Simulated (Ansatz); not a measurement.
Calculation for MgO (zincblende type): DFT, PBEsol, PAW with other files of Ansatz's library (source ansatz), scalar-relativistic (Ansatz 0.2.0). This run: volume at 0.55 of the series' base cell, source ansatz.

The cell comes from a relaxation on PAW files under the same functional, begun from a prototype that needn't be the stable phase.

Command: `ansatz run input.yaml --threads 1 --pin off --max-ram 2048MiB --backend cpu --events-out ev --progress --plain --runs-dir out` It took 12 s on 1 thread of Arm Neoverse V1 (shared host), peak memory 0.35 GiB.

```yaml
crystal:
  lattice:
    - [0.0, 1.874098087, 1.874098087]
    - [1.874098087, 0.0, 1.874098087]
    - [1.874098087, 1.874098087, 0.0]
  atoms:
    - { symbol: Mg, position: [0.0, 0.0, 0.0] }
    - { symbol: O, position: [0.25, 0.25, 0.25] }
kpoints:
  mp_grid: { grid: [16, 16, 16] }
scf:
  occupations: { method: fermi_dirac, width: 0.05 }
hamiltonian:
  xc: pbesol
  pseudopotentials: { kind: paw, source: ansatz }
output:
  forces: true
  stress: true
  eigenvalues: true
```

Output:

```
Engine: ansatz 0.2.0
Pseudopotentials: kind: paw
Pseudopotential: Mg, paw, valence charge 10, recommended cutoff 620 eV (normal), Mg.paw.azcp
Pseudopotential: O, paw, valence charge 6, recommended cutoff 930 eV (normal), O.paw.azcp
Functional definition: PBEsol
  exchange = pbesol_x
  correlation = pbesol_c
Crystal: 2 atoms, lattice volume = 13.165 Å³
Basis set: ecut = 930 eV, 869 PW (Γ), exchange–correlation on 60×60×60 points (8 copies of the dense FFT grid, shifted against one another)
Bands: 12, of which v1, the nominal top of the filled ones, is band 8 counted from 1 (7 counted from 0)
Symmetry: 24 space group operations
Space group: F-43m (ITA 216), of the structure as read, at distance tolerance 2.4e-5 Å
k-points: 145 of 4096 (time reversal used)
Non-local potential: Mg, projectors of the file, l = 0: 2, l = 1: 3, l = 2: 1, l = 3: 1
Non-local potential: O, projectors of the file, l = 0: 2, l = 1: 2, l = 2: 1
PAW form: soft (Blöchl's): semilocal exchange-correlation on the pseudo side does not see the compensation charge
PAW frozen core: Mg, regenerated for the run's functional, and the local potential with it (the file was generated under x = pbe(κ = 0.804, μ = 0.2195149727645171), c = pbe(β = 0.06672455060314922))
PAW frozen core: O, regenerated for the run's functional, and the local potential with it (the file was generated under x = pbe(κ = 0.804, μ = 0.2195149727645171), c = pbe(β = 0.06672455060314922))
PAW one-centre angular grid: Mg, 194 points (default); XC on 64 Gauss nodes
PAW one-centre angular grid: O, 110 points (default); XC on 64 Gauss nodes
Initial density: superposition of atomic densities (chi_scale 0.1, normalization cell, long waves kept (reshape's long-wave potential 0.00 eV rms))
Initial wavefunctions: pseudopotential atomic-orbital guess
Functional: x = pbesol(κ = 0.804, μ = 0.12345679012345678), c = pbesol(β = 0.046)
SCF iter   1: F=—  HF=-2471.793121 eV  |F-HF|=—  |Δ(HF+E_count)|=         —  Δρ=1.68e-1  dr2=2.76e0  ethr=3.10e-3  ⟨swp⟩=6.0  Hψ=10535  notcnv=0
preconditioner: auto → none  [insulator: Δε(μ)=9.171 eV  Ē_g=37.658 eV  σ=0.050 eV  W_gap=1.00  n_scr=0 (ndim 8)  ℏωp=38.3 eV  f_vac=0.000  D(μ)=0.00/eV (n_scr^D=0)  ε∞_Penn≈2.0]
SCF iter   2: F=—  HF=-2470.836373 eV  |F-HF|=—  |Δ(HF+E_count)|=   9.57e-1  Δρ=6.08e-2  dr2=1.98e-1  ethr=3.10e-3  ⟨swp⟩=3.0  Hψ=5023  notcnv=0
SCF iter   3: F=—  HF=-2470.789661 eV  |F-HF|=—  |Δ(HF+E_count)|=   4.67e-2  Δρ=1.85e-2  dr2=2.99e-2  ethr=1.24e-3  ⟨swp⟩=2.2  Hψ=2953  notcnv=0
SCF iter   4: F=—  HF=-2470.790195 eV  |F-HF|=—  |Δ(HF+E_count)|=   5.35e-4  Δρ=9.20e-3  dr2=6.44e-3  ethr=1.87e-4  ⟨swp⟩=2.0  Hψ=2359  notcnv=0
SCF iter   5: F=—  HF=-2470.789887 eV  |F-HF|=—  |Δ(HF+E_count)|=   3.08e-4  Δρ=2.06e-3  dr2=3.16e-4  ethr=4.03e-5  ⟨swp⟩=2.9  Hψ=3247  notcnv=0
SCF iter   6: F=—  HF=-2470.789900 eV  |F-HF|=—  |Δ(HF+E_count)|=   1.26e-5  Δρ=2.02e-4  dr2=3.32e-6  ethr=1.98e-6  ⟨swp⟩=2.1  Hψ=2912  notcnv=0
SCF iter   7: F=—  HF=-2470.789896 eV  |F-HF|=—  |Δ(HF+E_count)|=   3.67e-6  Δρ=1.25e-5  dr2=1.37e-8  ethr=6.25e-10  ⟨swp⟩=4.0  Hψ=9730  notcnv=0
SCF iter   8: F=-2470.789896 eV  HF=-2470.789896 eV  |F-HF|=9.09e-13  |Δ(HF+E_count)|=  5.58e-10  Δρ=4.92e-7  dr2=1.35e-11  ethr=8.53e-11  ⟨swp⟩=2.0  Hψ=6234  notcnv=0
the search or the solves at the SCF's close seem to have found levels that the self-consistency loop had missed (the run counts 1). By its estimate they hold under 1e-12 electrons; where the run keeps them, the occupations were computed again with them
SCF 1 converged in 8 iterations: F = -2470.789896 eV  dr2 = 1.35e-11
  greatest PAW one-centre occupation: 0.988 electrons in one spin orbital (limit 2), on the Mg atom at site 0 (counted from 0), in its partial waves of l = 0
SCF converged after 8 iterations
Free energy (F): -2470.789896 eV
Harris-Foulkes:  -2470.789896 eV  (|F-HF|=9.09e-13)
Internal energy: -2470.789896 eV  (E = F + TS)
E sigma→0 (E₀):  -2470.789896 eV
Fermi energy:    15.585284 eV
--- Per-component energies (eV) ---
  E_band       = -208.191539
  E_kinetic    = 461.123159
  E_local      = -1531.313876  (includes V_loc(G=0)·N_el)
  E_nonlocal   = -12.519337
  E_hartree    = 550.651638
  E_xc         = -150.654891
  E_vxc        = -196.001737  (∫ρ·V_xc dr)
  E_paw        = -405.574404  (= ΣΔE_a)
  E_vpaw       = -30.782813  (= ΣTr[D̂ρ^β])
  E_aug_tail   = -0.000069  (compensation charges beyond the density's cutoff)
  E_ewald      = -1382.596266
  E_core_change = 0.094150  (= ΣΔE_core)
  E_smearing   = -0.000000  (= −TS)
  E_closure    = -0.000000  (closes the sum)
  Σ components = -2470.789896   (vs F -2470.789896, Δ=0.00e0)
--- Forces (eV/Å), atoms counted from 1 ---
  atom   1  Mg     0.00000000    -0.00000000    -0.00000000
  atom   2  O      0.00000000    -0.00000000    -0.00000000
  max |Σ_I F_I| component: 7.77e-16 eV/Å
--- Stress (GPa, compression-positive) ---
      237.547100      -0.000000      -0.000000
        0.000000     237.547100       0.000000
       -0.000000       0.000000     237.547100
  P = ⅓ Tr σ = 237.5471 GPa (2375.471 kbar)
--- Band table (eV; the first three rows and the last of 145) ---
  k-point 0: bands = ["-57.3288", "-24.1607", "-24.1607", "-24.1607", "-6.2667", "11.7920", "11.7920", "11.7920", "19.7662", "35.6467", "35.6467", "35.6467"]
  k-point 1: bands = ["-57.3266", "-24.1799", "-24.1629", "-24.1629", "-6.1921", "11.5333", "11.7896", "11.7896", "20.0271", "35.0378", "35.3873", "35.3873"]
  k-point 2: bands = ["-57.3202", "-24.2342", "-24.1692", "-24.1692", "-5.9765", "10.8647", "11.7821", "11.7821", "20.6954", "33.6820", "34.5932", "34.5932"]
  k-point 144: bands = ["-57.2498", "-24.5472", "-24.3986", "-24.3182", "-3.3548", "8.5720", "9.7339", "10.4349", "21.2594", "27.3402", "32.5879", "35.8458"]
```

The PAW files were made under PBE. The structure type is held throughout; the real material can change phase at far lower pressure.
